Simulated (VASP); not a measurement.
# BaO (Fm-3m) in VASP: band structure with r2SCAN

Aim: the band structure of BaO with r2SCAN.

Program: VASP 6.6.1. These are calculated values, not measurements. Logs are shortened: lines on timing, memory, paths and dates and some standing lists are left out, and cuts for length are marked.

### 1 The crystal as given

The structure is cubic, space group Fm-3m (No. 225). Conventional cell: a = 5.582 Å, b = 5.582 Å, c = 5.582 Å, α = 90.00°, β = 90.00°, γ = 90.00°. Around Ba (site symmetry m-3m) lie 6 O at 2.79 Å. Around O (site symmetry m-3m) lie 6 Ba at 2.79 Å.

The cell was built by a generator and needn't be a form met in nature.

### 2 Band structure, r2SCAN

File INCAR:

```
PREC = Accurate
ENCUT = 520
EDIFF = 1E-7
ISMEAR = 0
SIGMA = 0.02
LREAL = F
LASPH = T
NELM = 80
ALGO = Normal
ISIF = 2
LWAVE = F
LCHARG = F
METAGGA = R2SCAN
LMIXTAU = T
NBANDS = 15
```

File KPOINTS:

```
Automatic mesh
0
Gamma
  8 8 8
```

File POSCAR:

```
BaO                                     
1.0
   -0.0000000000      2.7909961356      2.7909961356
    2.7909961356      0.0000000000      2.7909961356
    2.7909961356      2.7909961356     -0.0000000000
  Ba              O             
     1     1
Direct
     0.0000000000000000    0.0000000000000000    0.0000000000000000
     0.5000000000000000    0.5000000000000000    0.5000000000000000
```

File KPOINTS_OPT:

```
path GXWKGLUWLK,UX
20
line-mode
reciprocal
 0.0000000000  0.0000000000  0.0000000000  G
 0.5000000000  0.0000000000  0.5000000000  X

 0.5000000000  0.0000000000  0.5000000000  X
 0.5000000000  0.2500000000  0.7500000000  W

 0.5000000000  0.2500000000  0.7500000000  W
 0.3750000000  0.3750000000  0.7500000000  K

 0.3750000000  0.3750000000  0.7500000000  K
 0.0000000000  0.0000000000  0.0000000000  G

 0.0000000000  0.0000000000  0.0000000000  G
 0.5000000000  0.5000000000  0.5000000000  L

 0.5000000000  0.5000000000  0.5000000000  L
 0.6250000000  0.2500000000  0.6250000000  U

 0.6250000000  0.2500000000  0.6250000000  U
 0.5000000000  0.2500000000  0.7500000000  W

 0.5000000000  0.2500000000  0.7500000000  W
 0.5000000000  0.5000000000  0.5000000000  L

 0.5000000000  0.5000000000  0.5000000000  L
 0.3750000000  0.3750000000  0.7500000000  K

 0.6250000000  0.2500000000  0.6250000000  U
 0.5000000000  0.0000000000  0.5000000000  X
```

Potentials or basis: VASP PAW PBE potentials, release 64 (Ba_sv, O).

The run is started by

```
$ cat potpaw_PBE.64/Ba_sv/POTCAR potpaw_PBE.64/O/POTCAR > POTCAR
$ mpirun -np 1 vasp_std > vasp.out
```

OUTCAR:

```text
PREC = Accurate
   ENCUT = 520
   EDIFF = 1E-7
   ISMEAR = 0
   LREAL = F
   LASPH = T
   NELM = 80
   ISIF = 2
   METAGGA = R2SCAN

 ion  position               nearest neighbor table
   1  0.000  0.000  0.000-   2 2.79   2 2.79   2 2.79   2 2.79   2 2.79   2 2.79
   2  0.500  0.500  0.500-   1 2.79   1 2.79   1 2.79   1 2.79   1 2.79   1 2.79

  LATTYP: Found a face centered cubic cell.
 ALAT       =     5.5819922712

  Lattice vectors:

 A1 = (   0.0000000000,   2.7909961356,   2.7909961356)
 A2 = (   2.7909961356,   0.0000000000,   2.7909961356)
 A3 = (   2.7909961356,   2.7909961356,   0.0000000000)

Analysis of symmetry for initial positions (statically):
=====================================================================
 Subroutine PRICEL returns:
 Original cell was already a primitive cell.

 Routine SETGRP: Setting up the symmetry group for a
 face centered cubic supercell.

 Subroutine GETGRP returns: Found 48 space group operations
 (whereof 48 operations were pure point group operations)
 out of a pool of 48 trial point group operations.

The static configuration has the point symmetry O_h .

Analysis of symmetry for dynamics (positions and initial velocities):
=====================================================================
 Subroutine PRICEL returns:
 Original cell was already a primitive cell.

 Routine SETGRP: Setting up the symmetry group for a
 face centered cubic supercell.

 Subroutine GETGRP returns: Found 48 space group operations
 (whereof 48 operations were pure point group operations)
 out of a pool of 48 trial point group operations.

The dynamic configuration has the point symmetry O_h .

 Subroutine INISYM returns: Found 48 space group operations
 (whereof 48 operations are pure point group operations),
 and found     1 'primitive' translations

----------------------------------------------------------------------------------------

                                     Primitive cell

  volume of cell :      43.4818

  direct lattice vectors                    reciprocal lattice vectors
     0.000000000  2.790996136  2.790996136    -0.179147507  0.179147507  0.179147507
     2.790996136  0.000000000  2.790996136     0.179147507 -0.179147507  0.179147507
     2.790996136  2.790996136  0.000000000     0.179147507  0.179147507 -0.179147507

  length of vectors
     3.947064587  3.947064587  3.947064587     0.310292584  0.310292584  0.310292584

  position of ions in fractional coordinates (direct lattice)
     0.000000000  0.000000000  0.000000000
     0.500000000  0.500000000  0.500000000

  ion indices of the primitive-cell ions
   primitive index   ion index
                 1           1
                 2           2

----------------------------------------------------------------------------------------

 KPOINTS: Automatic mesh

Automatic generation of k-mesh.
 Grid dimensions read from file:
 generate k-points for:    8    8    8

 Generating k-lattice:

  Cartesian coordinates                     Fractional coordinates (reciprocal lattice)
    -0.022393438  0.022393438  0.022393438     0.125000000  0.000000000  0.000000000
     0.022393438 -0.022393438  0.022393438     0.000000000  0.125000000  0.000000000
     0.022393438  0.022393438 -0.022393438     0.000000000  0.000000000  0.125000000

  Length of vectors
     0.038786573  0.038786573  0.038786573

  Shift w.r.t. Gamma in fractional coordinates (k-lattice)
     0.000000000  0.000000000  0.000000000

 Subroutine IBZKPT returns following result:
 ===========================================

 Found     29 irreducible k-points:

 Following reciprocal coordinates:
            Coordinates               Weight
  0.000000  0.000000  0.000000      1.000000
  0.125000  0.000000  0.000000      8.000000
  0.250000  0.000000  0.000000      8.000000
  0.375000  0.000000  0.000000      8.000000
  0.500000  0.000000  0.000000      4.000000
  0.125000  0.125000  0.000000      6.000000
[... 16 lines left out ...]
  0.500000  0.250000  0.125000     48.000000
 -0.375000  0.250000  0.125000     24.000000
 [... further k-points ...]
   k-points           NKPTS =     29   k-points in BZ     NKDIM =     29   number of bands    NBANDS=     15
   number of dos      NEDOS =    301   number of ions     NIONS =      2
   total plane-waves  NPLWV =  27000
   dimension x,y,z NGX =    30 NGY =   30 NGZ =   30
   dimension x,y,z NGXF=    60 NGYF=   60 NGZF=   60
   ions per type =               1   1
   NGX,Y,Z   is equivalent  to a cutoff of  12.64, 12.64, 12.64 a.u.
   NGXF,Y,Z  is equivalent  to a cutoff of  25.27, 25.27, 25.27 a.u.
 SYSTEM =  unknown system
   PREC   = accura    normal or accurate (medium, high low for compatibility)
   ISTART =      0    job   : 0-new  1-cont  2-samecut
   ICHARG =      2    charge: 1-file 2-atom 10-const
   ISPIN  =      1    spin polarized calculation?
   LNONCOLLINEAR =      F non collinear calculations
   LSORBIT =      F    spin-orbit coupling
   LASPH  =      T    aspherical Exc in radial PAW
   ENCUT  =  520.0 eV  38.22 Ry    6.18 a.u.   7.34  7.34  7.34*2*pi/ulx,y,z
   NELM   =     80;   NELMIN=  2; NELMDL= -5     # of ELM steps
   EDIFF  = 0.1E-06   stopping-criterion for ELM
   LREAL  =      F    real-space projection
   EDIFFG = 0.1E-05   stopping-criterion for IOM
   NSW    =      0    number of steps for IOM
   IBRION =     -1    ionic relax: 0-MD 1-quasi-New 2-CG
   NFREE  =      0    steps in history (QN), initial steepest desc. (CG)
   ISIF   =      2    stress and relaxation
   ISYM   =      2    0-nonsym 1-usesym 2-fastsym
   POTIM  = 0.5000    time-step for ionic-motion
   TEBEG  =    0.0;   TEEND  =   0.0 temperature during run
   PSTRESS=    0.0 pullay stress
   NELECT =      16.0000    total number of electrons
   NUPDOWN=      -1.0000    fix difference up-down
   EMIN   =  10.00;   EMAX   =-10.00  energy-range for DOS
   EFERMI =   0.00;   METHOD = LEGACY
   ISMEAR =     0;   SIGMA  =   0.02  broadening in eV -4-tet -1-fermi 0-gaus
   EFERMI_NEDOS =   21; number of points for ismear=-14 and -15
   IALGO  =     38    algorithm
   IMIX   =      4    mixing-type and parameters
     AMIX     =   0.40;   BMIX     =  1.00
     AMIX_MAG =   1.60;   BMIX_MAG =  1.00
  volume/ion in A,a.u.               =      21.74       146.71
  Fermi-wavevector in a.u.,A,eV,Ry     =   1.173129  2.216891 18.724753  1.376231
  Thomas-Fermi vector in A             =   2.309546
   LORBIT       =      0    0 simple, 1 ext, 2 COOP (PROOUT), +10 PAW based schemes
   METAGGA = R2SCAN    functional components
   LHFCALC =     F    Hartree Fock is set to
   AEXX    =    0.0000 exact exchange contribution
   IVDW    =     0    specifies the selected vdW correction
   LEPSILON=     F    determine dielectric tensor
   LRPA    =     F    only Hartree local field effects (RPA)
 non-spin polarized calculation
 Gauss-broadening in eV      SIGMA  =   0.02
  energy-cutoff  :      520.00
  volume of cell :       43.48
 maximum number of plane-waves:      1211
 NGX is ok and might be reduce to    30
   NGX = 15   NGY = 15   NGZ = 15

 number of electron      16.0000001 magnetization

 Free energy of the ion-electron system (eV)
  ---------------------------------------------------
  ext. energy  EPLUGINS =         0.00000000
  ---------------------------------------------------
  free energy    TOTEN  =       -37.82788882 eV

  energy without entropy =      -37.82788882  energy(sigma->0) =      -37.82788882

 E-fermi :   1.6715     XC(G=0): -10.0508

 val. band max:        1.4899795282   @ k =   0.5000   0.5000   0.0000
 cond. band min:       3.8743020686   @ k =   0.5000   0.5000   0.0000
 fundamental gap:      2.3843225404
 Fermi energy:         1.6714665338

 k-point     1 :       0.0000    0.0000    0.0000
  band No.  band energies     occupation
      1     -25.1857      2.00000
      2     -14.4241      2.00000
      3      -9.3114      2.00000
      4      -9.3114      2.00000
      5      -9.3114      2.00000
      6       1.1793      2.00000
      7       1.1793      2.00000
      8       1.1793      2.00000
      9       5.5125      0.00000
     10       6.6251      0.00000
     11       6.6251      0.00000
     12       6.6251      0.00000
     13       9.0081      0.00000
     14       9.0081      0.00000
     15      11.8446      0.00000

 k-point     2 :       0.1250    0.0000    0.0000
  band No.  band energies     occupation
      1     -25.1513      2.00000
      2     -14.5160      2.00000
      3      -9.3536      2.00000
      4      -9.3282      2.00000
      5      -9.3282      2.00000
      6       0.8701      2.00000
      7       0.9914      2.00000
      8       0.9914      2.00000
      9       6.1206      0.00000
     10       6.4980      0.00000
     11       6.9132      0.00000
     12       6.9132      0.00000
     13       9.3970      0.00000
     14       9.3970      0.00000
     15      12.8122      0.00000

 k-point     3 :       0.2500    0.0000    0.0000
  band No.  band energies     occupation
      1     -25.0663      2.00000
      2     -14.7398      2.00000
      3      -9.4492      2.00000
      4      -9.3680      2.00000
      5      -9.3680      2.00000
      6       0.2754      2.00000
      7       0.5862      2.00000
      8       0.5862      2.00000
      9       6.3510      0.00000
     10       7.6916      0.00000
     11       7.6916      0.00000
     12       7.7110      0.00000
     13      10.3707      0.00000
     14      10.3707      0.00000
     15      14.8947      0.00000
[... 343 lines left out ...]
 k-point    23 :       0.5000    0.2500    0.1250
  band No.  band energies     occupation
      1     -24.9365      2.00000
      2     -14.8755      2.00000
      3      -9.8785      2.00000
      4      -9.7712      2.00000
      5      -9.4353      2.00000
      6       0.1380      2.00000
      7       0.3757      2.00000
      8       0.9725      2.00000
      9       6.0154      0.00000
     10       7.8826      0.00000
     11       9.3353      0.00000
     12       9.4415      0.00000
     13      11.5308      0.00000
     14      12.9319      0.00000
     15      14.9809      0.00000

 k-point    24 :      -0.3750    0.2500    0.1250
  band No.  band energies     occupation
      1     -24.9074      2.00000
      2     -14.9180      2.00000
      3      -9.9166      2.00000
      4      -9.8891      2.00000
      5      -9.4304      2.00000
      6       0.0423      2.00000
      7       0.6127      2.00000
      8       0.6782      2.00000
      9       6.7183      0.00000
     10       7.3435      0.00000
     11       9.7841      0.00000
     12       9.8232      0.00000
     13      12.0760      0.00000
     14      13.7294      0.00000
     15      14.3374      0.00000

 [... further k-points ...]

------------------------ aborting loop because EDIFF is reached ----------------------------------------

  FORCE on cell =-STRESS in cart. coord.  units (eV):
  Direction    XX          YY          ZZ          XY          YZ          ZX
  --------------------------------------------------------------------------------------
  -------------------------------------------------------------------------------------
  Total        0.0160925      0.0160925      0.0160925      0.0000000      0.0000000      0.0000000
  in kB        0.5929622      0.5929622      0.5929622      0.0000000      0.0000000      0.0000000
  external PRESSURE =       0.5929622 kB  Pullay stress =       0.0000000 kB

 VOLUME and BASIS-vectors are now :
 -----------------------------------------------------------------------------
  energy-cutoff  :      520.00
  volume of cell :       43.48
      direct lattice vectors                 reciprocal lattice vectors
     0.000000000  2.790996136  2.790996136    -0.179147507  0.179147507  0.179147507
     2.790996136  0.000000000  2.790996136     0.179147507 -0.179147507  0.179147507
     2.790996136  2.790996136  0.000000000     0.179147507  0.179147507 -0.179147507

 POSITION                                       TOTAL-FORCE (eV/Angst)
 -----------------------------------------------------------------------------------
      0.00000      0.00000      0.00000        -0.000000     -0.000000     -0.000000
      2.79100      2.79100      2.79100         0.000000      0.000000      0.000000
 -----------------------------------------------------------------------------------
    total drift:                                0.000000      0.000000      0.000000

  FREE ENERGIE OF THE ION-ELECTRON SYSTEM (eV)
  ---------------------------------------------------
  free  energy   TOTEN  =       -37.8278888196 eV

  energy  without entropy=      -37.8278888196  energy(sigma->0) =      -37.82788882
```

It took 5.7 min on 1 thread of Intel Xeon Platinum 8259CL at 2.50GHz (Skylake/Cascade Lake), shared host; peak memory 0.18 GiB.

Results:

```
Free energy             : -37.8279 eV
Pressure                : 0.1 GPa
Band gap on the k mesh  : 2.38 eV, direct
Band gap along the path : 2.38 eV, direct
```

Levels at the corners of the path, in eV from the valence-band top:
```tsv
point	band 4	band 5	band 6	band 7	band 8	band 9	band 10	band 11	band 12	band 13
Γ	-10.80	-10.80	-0.31	-0.31	-0.31	4.02	5.14	5.14	5.14	7.52
X	-11.35	-11.35	-0.14	-0.14	0.00	2.38	6.48	9.44	9.82	10.09
X	-11.35	-11.35	-0.14	-0.14	0.00	2.38	6.48	9.44	9.82	10.09
W	-11.79	-10.89	-1.25	-0.19	-0.19	5.00	5.00	7.34	10.11	10.31
W	-11.79	-10.89	-1.25	-0.19	-0.19	5.00	5.00	7.34	10.11	10.31
K	-11.25	-11.20	-0.87	-0.69	-0.14	3.81	6.94	7.48	9.02	10.05
K	-11.25	-11.20	-0.87	-0.69	-0.14	3.81	6.94	7.48	9.02	10.05
Γ	-10.80	-10.80	-0.31	-0.31	-0.31	4.02	5.14	5.14	5.14	7.52
Γ	-10.80	-10.80	-0.31	-0.31	-0.31	4.02	5.14	5.14	5.14	7.52
L	-10.91	-10.91	-1.88	-1.39	-1.39	5.29	7.59	7.59	8.57	10.99
L	-10.91	-10.91	-1.88	-1.39	-1.39	5.29	7.59	7.59	8.57	10.99
U	-11.25	-11.20	-0.87	-0.69	-0.14	3.81	6.94	7.48	9.02	10.05
U	-11.25	-11.20	-0.87	-0.69	-0.14	3.81	6.94	7.48	9.02	10.05
W	-11.79	-10.89	-1.25	-0.19	-0.19	5.00	5.00	7.34	10.11	10.31
W	-11.79	-10.89	-1.25	-0.19	-0.19	5.00	5.00	7.34	10.11	10.31
L	-10.91	-10.91	-1.88	-1.39	-1.39	5.29	7.59	7.59	8.57	10.99
L	-10.91	-10.91	-1.88	-1.39	-1.39	5.29	7.59	7.59	8.57	10.99
K	-11.25	-11.20	-0.87	-0.69	-0.14	3.81	6.94	7.48	9.02	10.05
U	-11.25	-11.20	-0.87	-0.69	-0.14	3.81	6.94	7.48	9.02	10.05
X	-11.35	-11.35	-0.14	-0.14	0.00	2.38	6.48	9.44	9.82	10.09
```

Caveat: the PAW data sets were made with another functional, which shifts forces and pressure a little; spin-orbit coupling is left out, which moves the levels of the heavy elements.
